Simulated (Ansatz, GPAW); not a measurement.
# A Pd chain with one Al atom in line: relaxation, then transmission at several levels, part 3 of 4

Aim: the conductance of a Pd chain with one Al atom in line after relaxation, and whether geometry, basis or functional moves it most.

GPAW 26.7.0 and Ansatz 0.2.0; Ansatz plane waves; relaxation of the junction with the lead ends held; PAW set soft_1 (the session's first sound run).

So far, transmission at the Fermi level (one spin): step 3 (plane waves, PBE) 0.978. Also open channels of the lead at the Fermi level (one spin): step 3 4.

**4. Double-zeta polarised basis**

The script solves lead and junction separately, takes H and S in the orbital basis, and joins semi-infinite leads through their self-energies; the dzp basis is the working standard.

This step: GPAW LCAO, PAW setups; Landauer transmission from Green's functions with principal layers (ASE), zero bias (GPAW 26.7.0).

run.py reads:

```python
import json
import numpy as np
from ase import Atoms
from ase.transport.calculators import TransportCalculator
from gpaw import GPAW, FermiDirac
from gpaw.lcao.tools import get_lcao_hamiltonian
from scipy.linalg import eigh

# The junction with lead layers at both ends, along the third cell vector
device = Atoms(
    ['Pd', 'Pd', 'Pd', 'Pd', 'Pd', 'Pd', 'Pd', 'Pd', 'Al', 'Pd', 'Pd', 'Pd', 'Pd', 'Pd', 'Pd', 'Pd', 'Pd'],
    positions=[
        [4.50000, 4.50000, 1.25000],
        [4.50000, 4.50000, 3.75000],
        [4.50000, 4.50000, 6.25000],
        [4.50000, 4.50000, 8.75000],
        [4.50000, 4.50000, 11.25000],
        [4.50000, 4.50000, 13.75000],
        [4.65124, 4.40765, 16.31756],
        [4.18231, 4.69491, 19.07970],
        [4.50972, 4.47598, 21.34112],
        [5.00807, 4.11822, 23.55259],
        [4.12571, 4.76735, 26.03667],
        [4.50000, 4.50000, 28.54380],
        [4.50000, 4.50000, 31.04380],
        [4.50000, 4.50000, 33.54380],
        [4.50000, 4.50000, 36.04380],
        [4.50000, 4.50000, 38.54380],
        [4.50000, 4.50000, 41.04380]],
    cell=[[9.0, 0.0, 0.0], [0.0, 9.0, 0.0], [0.0, 0.0, 42.2938]],
    pbc=True)

# One principal layer of the lead: the first 5 atoms of the device
lead = Atoms(
    ['Pd', 'Pd', 'Pd', 'Pd', 'Pd'],
    positions=[
        [4.50000, 4.50000, 1.25000],
        [4.50000, 4.50000, 3.75000],
        [4.50000, 4.50000, 6.25000],
        [4.50000, 4.50000, 8.75000],
        [4.50000, 4.50000, 11.25000]],
    cell=[[9.0, 0.0, 0.0], [0.0, 9.0, 0.0], [0.0, 0.0, 12.5]],
    pbc=True)

settings = dict(mode='lcao', basis='dzp', xc='PBE', h=0.2,
                occupations=FermiDirac(0.1), maxiter=250,
                mixer=dict(beta=0.1, nmaxold=8, weight=100.0),
                convergence=dict(density=0.0001))
energies = np.arange(-2, 2 + 1e-9, 0.025)
eta = 0.0001
n1, n2 = 1, 1
# k and -k transmit alike, so half of the mesh across the current serves
mesh = [(i, j) for i in range(n1) for j in range(n2) if (i, j) <= (-i % n1, -j % n2)]
weights = np.array([1 if (i, j) == (-i % n1, -j % n2) else 2 for i, j in mesh]) / (n1 * n2)


def ground_state(atoms, size, txt):
    atoms.calc = GPAW(kpts={'size': size, 'gamma': True}, symmetry={'tolerance': 1e-3}, txt=txt, **settings)
    atoms.get_potential_energy()
    return atoms.calc.get_fermi_level()


def blocks(atoms, fermi, points, nz, cells):
    """H - E_F S and S between cell 0 and the cells above it, at each point across the current."""
    kz = np.arange(nz) / nz
    calc = atoms.calc.fixed_density(kpts=[(*k, z) for k in points for z in kz], symmetry='off', txt=None)
    H, S = get_lcao_hamiltonian(calc)
    H = (H - fermi * S).reshape(len(H), len(points), nz, *S.shape[1:])
    S = S.reshape(H.shape[1:])
    phases = [np.exp(-2j * np.pi * kz * R) / nz for R in cells]
    return [(np.einsum('skzij,z->ksij', H, p), np.einsum('kzij,z->kij', S, p)) for p in phases]


def pair(a, b):
    return np.block([[a, b], [b.T.conj(), a]])


def count_channels(h, s, cells, nk=240):
    """Half the number of times that the lead's bands cross each energy, unfolded to its shortest repeat."""
    b = len(h) // cells
    bands = []
    for k in (np.arange(nk + 1) + 0.5) / nk:
        hk, sk = h[:b, :b].copy(), s[:b, :b].copy()
        for R in range(1, cells):
            phase, block = np.exp(2j * np.pi * k * R), slice(R * b, (R + 1) * b)
            hk += h[:b, block] * phase + (h[:b, block] * phase).T.conj()
            sk += s[:b, block] * phase + (s[:b, block] * phase).T.conj()
        w, u = eigh(sk)
        x = u[:, w > 1e-5] / w[w > 1e-5]**0.5  # drop near-dependent combinations
        bands.append(np.r_[eigh(x.T.conj() @ hk @ x, eigvals_only=True), [1e9] * (w <= 1e-5).sum()])
    below = np.array(bands)[:, :, None] < energies
    return (below[1:] != below[:-1]).sum((0, 1)) / 2


fermi_lead = ground_state(lead, (1, 1, 9), 'lead.txt')
fermi_device = ground_state(device, (1, 1, 2), 'device.txt')
T, channels, eigen, tail, misfit, shifts = [], [], [], 0.0, 0.0, []
for first in range(0, len(mesh), 384):
    points = [(i / n1, j / n2) for i, j in mesh[first:first + 384]]
    (H0k, S0k), (H1k, S1k), (H2k, _) = blocks(lead, fermi_lead, points, 5, range(3))
    [(Hk, Sk)] = blocks(device, fermi_device, points, 2, [0])
    tail = max(tail, abs(H2k).max())
    for H0, S0, H1, S1, H, S in zip(H0k, S0k, H1k, S1k, Hk, Sk):
        n = len(S0)
        # Shift the lead onto the potential of the device's first layer
        shift = ((H[:, 0, 0] - H0[:, 0, 0]) / S0[0, 0]).real.mean()
        shifts.append(shift)
        misfit = max(misfit, abs(H[:, :n, :n] - H0 - shift * S0).max())
        Tk, Ck, Ek = [], [], []
        for s in range(len(H)):
            t = s % len(H0)  # a lead without moments serves both spins
            h1, s1 = pair(H0[t] + shift * S0, H1[t] + shift * S1), pair(S0, S1)
            leads = dict(h1=h1, s1=s1, energies=energies, eta=eta, eta1=eta, eta2=eta)
            calc = TransportCalculator(h=H[s], s=S, eigenchannels=3, **leads)
            Tk.append(calc.get_transmission())
            Ek.append(np.sort(calc.eigenchannels_ne, axis=0)[::-1])
            Ck.append(count_channels(h1, s1, 10))
        T.append(Tk)
        channels.append(Ck)
        eigen.append(Ek)
T, channels = np.array(T), np.array(channels)
mean, open_channels = np.einsum('kse,k->se', T, weights), np.einsum('kse,k->se', channels, weights)

print(f'basis functions: device {len(S)}, principal layer {n}')
print(f'Fermi level: lead {fermi_lead:.4f} eV, device {fermi_device:.4f} eV; lead shifted by {np.mean(shifts):.4f} eV')
print(f'largest coupling past the next layer {tail:.2e} eV, largest misfit of the first layer {misfit:.3f} eV')
print('  E-E_F (eV)   ' + 'T (one spin)  channels')
for e, t, c in zip(energies, mean.T, open_channels.T):
    print(f'{e:10.3f}  ', *[f'{x:11.4e}' for x in t], *[f'{x:9.4f}' for x in c])

kT = 8.617333e-5 * 300
fine = np.linspace(energies[0], energies[-1], 4001)
both = np.exp(np.interp(fine, energies, np.log(np.maximum(mean.sum(0) * 2 / len(mean), 1e-30))))
fermi = lambda mu: 1 / (1 + np.exp(np.clip((fine - mu) / kT, -200, 200)))
slope = fermi(0) * (1 - fermi(0)) / kT
G = np.trapezoid(both * slope, fine) / 2
seebeck = -np.trapezoid(both * slope * fine, fine) / (2 * G * 300) * 1e6
print(f'conductance at 300 K: {G:.5g} G0 a cell; thermopower {seebeck:.4g} uV/K')
bias = [0.1, 0.2, 0.5, 1.0, 1.5, 2.0]
current = [38.74 * np.trapezoid(both * (fermi(V / 2) - fermi(-V / 2)), fine) for V in bias]
for V, I in zip(bias, current):
    print(f'current from the zero-bias T(E) at {V} V: {I:.5g} uA')
zero = abs(energies).argmin()
json.dump(dict(energies=energies.tolist(), T=mean.tolist(), channels=open_channels.tolist(), G=G, seebeck=seebeck,
               bias=bias, current=current, tail=tail, misfit=misfit, shift=np.mean(shifts), n_device=len(S), n_lead=n,
               fermi=[fermi_lead, fermi_device], energy=device.get_potential_energy(),
               moments=device.get_magnetic_moments().tolist(), mesh=mesh, weights=weights.tolist(),
               T_k=T[:, :, zero].tolist(), eigen=np.array(eigen[0]).tolist()), open('result.json', 'w'))
```

Command:

```sh
$ OMP_NUM_THREADS=1 OPENBLAS_NUM_THREADS=1 python run.py
```

Numbers of over 12 decimals in the logs are rounded to 6 here.

What it wrote:

```text
basis functions: device 445, principal layer 135
Fermi level: lead -4.0202 eV, device -3.9059 eV; lead shifted by -0.0001 eV
largest coupling past the next layer 1.07e-04 eV, largest misfit of the first layer 0.044 eV
  E-E_F (eV)   T (one spin)  [channel counts left out]
    -2.000    3.7889e-01
    -1.975    3.5351e-01
    -1.950    3.2896e-01
    -1.925    3.0847e-01
    -1.900    2.9699e-01
    -1.875    3.0360e-01
    -1.850    3.4347e-01
    -1.825    4.4682e-01
    -1.800    6.6220e-01
    -1.775    9.9451e-01
    -1.750    1.2680e+00
    -1.725    1.3518e+00
    -1.700    1.3545e+00
    -1.675    1.3666e+00
    -1.650    1.4060e+00
    -1.625    1.4640e+00
[...]
1.825    1.2777e-01
     1.850    8.3580e-02
     1.875    4.3200e-02
     1.900    1.2516e-02
     1.925    1.0082e-07
     1.950    1.5849e-02
     1.975    6.8975e-02
     2.000    1.6201e-01
conductance at 300 K: 0.97247 G0 a cell; thermopower -3.125 uV/K
current from the zero-bias T(E) at 0.1 V: 7.5085 uA
current from the zero-bias T(E) at 0.2 V: 14.852 uA
current from the zero-bias T(E) at 0.5 V: 34.018 uA
current from the zero-bias T(E) at 1.0 V: 56.785 uA
current from the zero-bias T(E) at 1.5 V: 78.426 uA
current from the zero-bias T(E) at 2.0 V: 106.23 uA
```

Wall time 9.2 min (1 thread of Intel Xeon Platinum 8488C (Sapphire Rapids), shared host); peak memory 1.7 GiB.

This step gave:

| Property | Result |
| --- | --- |
| conductance | 0.9725 G₀ |
| largest coupling past the next principal layer | 1.07e-4 eV |
| largest misfit of the first principal layer | 0.04415 eV |
| shift that aligns the lead | -8.22e-5 eV |
| basis functions of the junction | 445 |
| basis functions of a principal layer | 135 |
| transmission at the Fermi level (one spin) | 0.9813 |

One spin. Transmission, zone mean against energy, zero at the Fermi level:

```
energy (eV)  transmission, zone mean
     -2.000                    0.379
     -1.900                    0.297
     -1.800                    0.662
     -1.700                     1.35
     -1.600                     1.52
     -1.575                     1.55
     -1.500                     1.36
     -1.400                     1.05
     -1.300                     1.07
     -1.200                     1.19
     -1.150                     1.21
     -1.100                     1.18
     -1.000                     1.03
     -0.900                    0.767
     -0.800                    0.329
     -0.700                    0.307
     -0.600                    0.237
     -0.500                    0.137
     -0.450                    0.347
     -0.400                    0.143
     -0.300                    0.272
     -0.200                    0.605
     -0.100                    0.899
      0.000                    0.981
      0.050                    0.987
      0.100                    0.985
      0.200                    0.976
      0.300                    0.959
      0.400                    0.939
      0.500                    0.915
      0.600                    0.886
      0.700                    0.854
      0.800                    0.819
      0.900                    0.782
      1.000                    0.744
      1.100                    0.705
      1.200                    0.664
      1.300                    0.620
      1.400                    0.570
      1.500                    0.510
      1.600                    0.433
      1.700                    0.325
      1.800                    0.172
      1.900                   0.0125
      2.000                    0.162
```

Not self-consistent under bias; the bias window is split evenly. The current through one cell, from the zero-bias transmission by bias:

```csv
bias (V),"current through one cell, from the zero-bias transmission (μA)"
0.100,7.51
0.200,14.9
0.500,34.0
1.000,56.8
1.500,78.4
2.000,106
```

Transmission of the three most open eigenchannels against energy, zero at the Fermi level:

```
energy (eV)  channel 1  channel 2  channel 3
     -2.000      0.372    0.00361    0.00335
     -1.800      0.391      0.174     0.0970
     -1.600      0.947      0.438      0.136
     -1.400      0.524      0.330      0.197
     -1.200      0.923      0.150      0.117
     -1.000      0.843      0.109     0.0764
     -0.800      0.297     0.0203    0.00911
     -0.600      0.205     0.0171     0.0121
     -0.400      0.112     0.0165     0.0146
     -0.200      0.589    0.00879    0.00737
      0.000      0.969    0.00660    0.00545
      0.200      0.976     8.7e-7          0
      0.400      0.939     8.9e-7          0
      0.600      0.886     9.1e-7          0
      0.800      0.819     9.4e-7          0
      1.000      0.744     9.6e-7          0
      1.200      0.664     9.8e-7          0
      1.400      0.570     1.0e-6          0
      1.600      0.433     1.0e-6          0
      1.800      0.172     1.0e-6          0
      2.000      0.162     1.1e-6          0
```

At the Fermi level T is 0.981 against 0.978 in plane waves. Couplings past the next layer reach 1.1e-4 eV, small enough to drop; the matrix elements of the cell's first layer differ from the bulk lead's by up to 0.044 eV. That layer keeps its own values in the calculation, and only beyond it is the lead taken as perfect. The Fermi levels of lead and junction count from different zeros of potential, one for each periodic cell; with both set to zero, the small remaining shift is what aligns them. By hand: G = 0.9725 × 77.48 μS = 75.3 μS, a resistance of 13.3 kΩ; at 0.1 V a linear junction would pass 7.53 μA, and the integral over the bias window gives 7.51 μA.

**5. Single-zeta polarised basis**

One radial function a shell plus polarisation makes the matrices smaller; the question is what that costs.

Edit run.py of step 4 so:

```diff
@@ -44,3 +44,3 @@
 
-settings = dict(mode='lcao', basis='dzp', xc='PBE', h=0.2,
+settings = dict(mode='lcao', basis='szp(dzp)', xc='PBE', h=0.2,
                 occupations=FermiDirac(0.1), maxiter=250,
```

What it wrote:

```text
basis functions: device 249, principal layer 75
Fermi level: lead -4.1832 eV, device -4.0514 eV; lead shifted by -0.0003 eV
largest coupling past the next layer 1.09e-04 eV, largest misfit of the first layer 0.030 eV
  E-E_F (eV)   T (one spin)  [channel counts left out]
    -2.000    3.4534e-01
    -1.975    6.5746e-01
    -1.950    1.1804e+00
[...]
1.975    1.5300e-01
     2.000    2.9549e-01
conductance at 300 K: 0.94992 G0 a cell; thermopower -4.57 uV/K
current from the zero-bias T(E) at 0.1 V: 7.3012 uA
current from the zero-bias T(E) at 0.2 V: 14.248 uA
current from the zero-bias T(E) at 0.5 V: 30.601 uA
current from the zero-bias T(E) at 1.0 V: 49.22 uA
current from the zero-bias T(E) at 1.5 V: 67.844 uA
current from the zero-bias T(E) at 2.0 V: 86.617 uA
```

Wall time 5.8 min (1 thread); peak memory 1.6 GiB.

This step gave:

```yaml
conductance: 0.9499 G₀
largest_coupling_past_the_next_principal_layer: 1.09e-4 eV
largest_misfit_of_the_first_principal_layer: 0.02981 eV
shift_that_aligns_the_lead: -3.42e-4 eV
basis_functions_of_the_junction: 249
basis_functions_of_a_principal_layer: 75
transmission_at_the_fermi_level_one_spin: 0.9695
```

The conductance, 0.950 G₀, lies 2.3 % below that of the dzp run.

**6. Minimal basis**

One function for each valence shell of the setup, as for a first survey of a large system.

Edit run.py of step 5 so:

```diff
@@ -44,3 +44,3 @@
 
-settings = dict(mode='lcao', basis='szp(dzp)', xc='PBE', h=0.2,
+settings = dict(mode='lcao', basis='sz(dzp)', xc='PBE', h=0.2,
                 occupations=FermiDirac(0.1), maxiter=250,
```

What it wrote:

```text
basis functions: device 196, principal layer 60
Fermi level: lead -4.1979 eV, device -4.0682 eV; lead shifted by 0.0007 eV
largest coupling past the next layer 1.09e-04 eV, largest misfit of the first layer 0.041 eV
  E-E_F (eV)   T (one spin)  channels
    -2.000    2.2415e-01    3.0000
    -1.975    3.1157e-01    3.0000
    -1.950    4.9934e-01    3.0000
[...]
1.975    2.4064e-01    1.0000
     2.000    4.2027e-01    1.0000
conductance at 300 K: 0.95443 G0 a cell; thermopower -2.022 uV/K
current from the zero-bias T(E) at 0.1 V: 7.3474 uA
current from the zero-bias T(E) at 0.2 V: 14.4 uA
current from the zero-bias T(E) at 0.5 V: 31.451 uA
current from the zero-bias T(E) at 1.0 V: 50.005 uA
current from the zero-bias T(E) at 1.5 V: 67.833 uA
current from the zero-bias T(E) at 2.0 V: 88.715 uA
```

Wall time 5 min (1 thread); peak memory 1.5 GiB.

This step gave:

```
conductance                                 : 0.9544 G₀
largest misfit of the first principal layer : 0.04060 eV
shift that aligns the lead                  : 7.27e-4 eV
basis functions of the junction             : 196
basis functions of a principal layer        : 60
transmission at the Fermi level (one spin)  : 0.9699
```

The conductance, 0.954 G₀, lies 1.9 % below that of the dzp run.

**7. RPBE in the dzp basis: xc = "RPBE"**

Back in the dzp basis, the functional changes from PBE to RPBE, to set the spread between functionals beside that between bases.

Edit run.py of step 6 so:

```diff
@@ -44,3 +44,3 @@
 
-settings = dict(mode='lcao', basis='sz(dzp)', xc='PBE', h=0.2,
+settings = dict(mode='lcao', basis='dzp', xc='RPBE', h=0.2,
                 occupations=FermiDirac(0.1), maxiter=250,
```

What it wrote:

```text
basis functions: device 445, principal layer 135
Fermi level: lead -3.8685 eV, device -3.7590 eV; lead shifted by 0.0006 eV
largest coupling past the next layer 1.02e-04 eV, largest misfit of the first layer 0.045 eV
  E-E_F (eV)   T (one spin)  [channel counts left out]
    -2.000    3.3512e-01
    -1.975    3.0963e-01
    -1.950    2.8814e-01
[...]
1.975    3.0597e-01
     2.000    4.5397e-01
conductance at 300 K: 0.97141 G0 a cell; thermopower -3.262 uV/K
current from the zero-bias T(E) at 0.1 V: 7.4986 uA
current from the zero-bias T(E) at 0.2 V: 14.822 uA
current from the zero-bias T(E) at 0.5 V: 33.8 uA
current from the zero-bias T(E) at 1.0 V: 56.64 uA
current from the zero-bias T(E) at 1.5 V: 77.66 uA
current from the zero-bias T(E) at 2.0 V: 103.52 uA
```

The job ended after 8.4 min (1 thread; peak memory 1.7 GiB).

Numbers from this step:

| Quantity | Value |
| --- | --- |
| conductance | 0.9714 G₀ |
| largest coupling past the next principal layer | 1.02e-4 eV |
| largest misfit of the first principal layer | 0.04502 eV |
| shift that aligns the lead | 6.24e-4 eV |
| basis functions of the junction | 445 |
| basis functions of a principal layer | 135 |
| transmission at the Fermi level (one spin) | 0.9808 |

One spin. Table of transmission, zone mean by energy, zero at the Fermi level:

| energy (eV) | transmission, zone mean |
| --- | --- |
| -2.000 | 0.335 |
| -1.800 | 1.03 |
| -1.600 | 1.54 |
| -1.400 | 0.975 |
| -1.200 | 1.18 |
| -1.175 | 1.19 |
| -1.000 | 0.953 |
| -0.800 | 0.278 |
| -0.600 | 0.203 |
| -0.475 | 0.392 |
| -0.400 | 0.129 |
| -0.200 | 0.589 |
| 0.000 | 0.981 |
| 0.050 | 0.986 |
| 0.200 | 0.971 |
| 0.400 | 0.931 |
| 0.600 | 0.878 |
| 0.800 | 0.810 |
| 1.000 | 0.734 |
| 1.200 | 0.651 |
| 1.400 | 0.550 |
| 1.600 | 0.392 |
| 1.800 | 0.0884 |
| 2.000 | 0.454 |

The conductance equals that of the dzp run to 0.2 %.

**8. The structure as built: geometry = "as built"**

The dzp basis with PBE on the structure as first built shows what the relaxation was worth.

Edit run.py of step 7 so:

```diff
@@ -18,7 +18,7 @@
         [4.50000, 4.50000, 13.75000],
-        [4.65124, 4.40765, 16.31756],
-        [4.18231, 4.69491, 19.07970],
-        [4.50972, 4.47598, 21.34112],
-        [5.00807, 4.11822, 23.55259],
-        [4.12571, 4.76735, 26.03667],
+        [4.50000, 4.50000, 16.25000],
+        [4.50000, 4.50000, 18.75000],
+        [4.50000, 4.50000, 21.14690],
+        [4.50000, 4.50000, 23.54380],
+        [4.50000, 4.50000, 26.04380],
         [4.50000, 4.50000, 28.54380],
@@ -44,3 +44,3 @@
 
-settings = dict(mode='lcao', basis='dzp', xc='RPBE', h=0.2,
+settings = dict(mode='lcao', basis='dzp', xc='PBE', h=0.2,
                 occupations=FermiDirac(0.1), maxiter=250,
```

What it wrote:

```text
basis functions: device 445, principal layer 135
Fermi level: lead -4.0202 eV, device -3.9294 eV; lead shifted by -0.0000 eV
largest coupling past the next layer 1.07e-04 eV, largest misfit of the first layer 0.075 eV
  E-E_F (eV)   T (one spin)  [channel counts left out]
    -2.000    1.1651e+00
    -1.975    1.1573e+00
    -1.950    1.1498e+00
[...]
1.975    7.4268e-01
     2.000    7.3971e-01
conductance at 300 K: 1.16 G0 a cell; thermopower 5.843 uV/K
current from the zero-bias T(E) at 0.1 V: 8.9642 uA
current from the zero-bias T(E) at 0.2 V: 17.8 uA
current from the zero-bias T(E) at 0.5 V: 43.326 uA
current from the zero-bias T(E) at 1.0 V: 80.816 uA
current from the zero-bias T(E) at 1.5 V: 109.96 uA
current from the zero-bias T(E) at 2.0 V: 142.29 uA
```

The job ended after 6.7 min (1 thread; peak memory 1.7 GiB).

This step gave:

| Property | Result |
| --- | --- |
| conductance | 1.160 G₀ |
| largest coupling past the next principal layer | 1.07e-4 eV |
| largest misfit of the first principal layer | 0.07453 eV |
| shift that aligns the lead | -2.75e-5 eV |
| transmission at the Fermi level (one spin) | 1.169 |

The conductance, 1.16 G₀, lies 19 % above that of the dzp run.

**9. All levels side by side**

Times are wall times on the hardware named with each run. Results by setting:

| no. | run | conductance (G₀) | time | memory (GiB) |
| --- | --- | --- | --- | --- |
| 1 | pw PBE | 0.9704 | 2 min | 5.3 |
| 2 | dzp | 0.9725 | 9.2 min | 1.7 |
| 3 | szp | 0.9499 | 5.8 min | 1.6 |
| 4 | sz | 0.9544 | 5 min | 1.5 |
| 5 | dzp RPBE | 0.9714 | 8.4 min | 1.7 |
| 6 | asbuilt | 1.160 | 6.7 min | 1.7 |

(Continued in part 4 of 4.)

[Logs are printed without paths, hosts, clocks, repeated set-up lines and the standing remarks that a program may print on its own settings, such as how far it seeks lower states.]

[Hosts, paths, dates, database ids (printed as entryN), source tags and the programs' standing remarks are cut or masked in the printed files.]
